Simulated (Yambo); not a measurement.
HfN: G0W0 quasiparticle levels with PBEsol

The system is HfN.

```
CELL_PARAMETERS angstrom
0.00000 2.51861 2.51861
2.51861 0.00000 2.51861
2.51861 2.51861 0.00000
ATOMIC_POSITIONS crystal
Hf 0.00000 0.00000 0.00000
N 0.25000 0.25000 0.25000
```

The cell comes from a database or a generator and needn't be the stable form of this composition.

The cell isn't the ideal one: cell stretched.

```yaml
Program: Yambo 5.3.0
Task: G0W0 quasiparticle levels
Functional: PBEsol
Potentials_or_basis: PseudoDojo 0.4.1 SR PBEsol standard
Cutoff: 1143 eV
Density_cutoff: 4572 eV
k_mesh: 4 × 4 × 4
Occupations: fermi-dirac, width 0.05 eV
Spin: no spin polarisation
k_mesh_of_the_self-consistent_run: 10 × 10 × 10
Random_integration_of_the_Coulomb_term: yes
Direction_of_the_field_or_of_q_to_0: x + y + z
Broadening: 0.1 eV
States_corrected: Γ and the k points of the band edges
Frequency_dependence_of_W: plasmon pole
Terminator_of_the_band_sum_in_the_self-energy: Bruneval-Gonze
Quasiparticle_equation: linearised (Newton)
Imaginary_frequency_of_the_plasmon-pole_fit: 27.2114 eV
Bands_in_the_response: 159
Bands_in_the_self-energy: 159
Cutoff_of_the_response_matrix: 12 Ry
Cutoff_of_exchange_and_Vxc: 84 Ry
Bands_corrected_first_last: "[7, 11]"
```

```json
{
 "Band gap on the k mesh, mean-field level": "none (metal or under the smearing width)"
}
```

Quasiparticle terms (eV):
| k point | band | Kohn-Sham level | Vxc | Σx | Σc | Z | result |
| --- | --- | --- | --- | --- | --- | --- | --- |
| (0.000, 0.000, 0.000) | 7 | -4.83 | -15.56 | -19.39 | 3.41 | 0.78 | -5.16 |
| (0.000, 0.000, 0.000) | 8 | -4.83 | -15.56 | -19.39 | 3.41 | 0.78 | -5.16 |
| (0.000, 0.000, 0.000) | 9 | -0.61 | -11.11 | -10.12 | -1.43 | 0.79 | -0.96 |
| (0.000, 0.000, 0.000) | 10 | 2.33 | -14.00 | -7.53 | -5.97 | 0.79 | 2.73 |
| (0.000, 0.000, 0.000) | 11 | 2.33 | -14.00 | -7.53 | -5.97 | 0.79 | 2.72 |
| (0.000, 0.250, 0.250) | 7 | -4.16 | -15.84 | -19.51 | 3.24 | 0.75 | -4.48 |
| (0.000, 0.250, 0.250) | 8 | -4.16 | -15.84 | -19.51 | 3.23 | 0.75 | -4.49 |
| (0.000, 0.250, 0.250) | 9 | 0.14 | -12.17 | -7.94 | -4.07 | 0.79 | 0.27 |
| (0.000, 0.250, 0.250) | 10 | 2.55 | -13.13 | -8.48 | -4.58 | 0.77 | 2.61 |
| (0.000, 0.250, 0.250) | 11 | 3.04 | -14.32 | -7.58 | -6.19 | 0.79 | 3.47 |
| (0.250, -0.500, -0.250) | 7 | -4.64 | -14.98 | -18.74 | 3.27 | 0.74 | -5.00 |
| (0.250, -0.500, -0.250) | 8 | -3.20 | -16.45 | -20.03 | 3.12 | 0.77 | -3.54 |
| (0.250, -0.500, -0.250) | 9 | -0.92 | -11.35 | -11.57 | -0.11 | 0.78 | -1.18 |
| (0.250, -0.500, -0.250) | 10 | 1.55 | -14.44 | -9.23 | -4.76 | 0.78 | 1.90 |
| (0.250, -0.500, -0.250) | 11 | 3.54 | -14.62 | -7.79 | -6.25 | 0.79 | 3.99 |

It took 9.1 min on 1 thread of Arm Neoverse V1, with other jobs on the host.

Caveat: the k mesh is coarse (spacing up to 0.54 Å⁻¹), so the values aren't converged; the plasmon-pole model is rough for a metal; the ground state has no gap, which makes the many-body step unreliable; this version prints the column dSc/dw multiplied by 27.2; the terminator is approximate in this version, by hundredths of an eV. Spin-orbit coupling is left out, which matters for the levels of Hf.
